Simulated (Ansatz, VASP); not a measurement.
# C: VASP beside Ansatz

File INCAR:

```
PREC = Accurate
ENCUT = 520
EDIFF = 1E-6
ISMEAR = 0
SIGMA = 0.15
LREAL = False
LASPH = True
NELM = 100
ALGO = Normal
ISIF = 2
LWAVE = False
LCHARG = True
GGA = PE
IVDW = 12
LELF = True
LVHAR = True
NBANDS = 16
```

KPOINTS

```
regular mesh
0
Gamma
  21 21 8
```

The input POSCAR:

```
C
1.0
    2.5408576728      0.0000000000      0.0000000000
   -1.2704288364      2.2004472921      0.0000000000
    0.0000000000      0.0000000000      6.3442675233
C
4
Direct
    0.0000000000      0.0000000000      0.0025000000
    0.0000000000      0.0000000000      0.5025000000
    0.3333333333      0.6666666667      0.0025000000
    0.6666666667      0.3333333333      0.5025000000
```

Input for Ansatz:

```yaml
crystal:
  lattice:
    - [2.5408576728, 0.0, 0.0]
    - [-1.2704288364, 2.2004472921, 0.0]
    - [0.0, 0.0, 6.3442675233]
  atoms:
    - { symbol: C, position: [0.0, 0.0, 0.0025] }
    - { symbol: C, position: [0.0, 0.0, 0.5025] }
    - { symbol: C, position: [0.3333333333, 0.6666666667, 0.0025] }
    - { symbol: C, position: [0.6666666667, 0.3333333333, 0.5025] }
basis:
  ecutwfc: 520.0
kpoints:
  mp_grid: { grid: [21, 21, 8] }
hamiltonian:
  xc: pbe
  pseudopotentials: { kind: paw, azcp: { folder: soft_1 } }
  dispersion: d3bj
scf:
  occupations: { method: gaussian, width: 0.15 }
output:
  forces: true
  stress: true
  eigenvalues: true
```

Alike in both runs: task single point; functional PBE; dispersion D3(BJ); k mesh 21 × 21 × 8; occupations gaussian, width 0.15 eV; no spin polarisation.

|  | VASP | Ansatz |
| --- | --- | --- |
| version | VASP 6.6.1 | Ansatz 0.2.0 |
| potentials or method | VASP PAW PBE potentials, release 64 (C) | scalar-relativistic, plane waves, PAW |
| plane-wave cutoff (eV) | 520 | 520 |
| valence electrons in the cell | 16 | 16 |

```tsv
	VASP	Ansatz	Ansatz less VASP
gap on the k mesh at the Fermi level (eV)	none	none	-
pressure (GPa)	-23.0	-23.4	-0.40
largest component of the traceless stress (GPa)	25.93	26.41	+0.478
```

A gap of «none» marks a metal or a gap that the smearing closes.

Caveats: so large a pressure means that the cell lies far from this level's equilibrium, or that cutoff or potentials fall short (VASP).
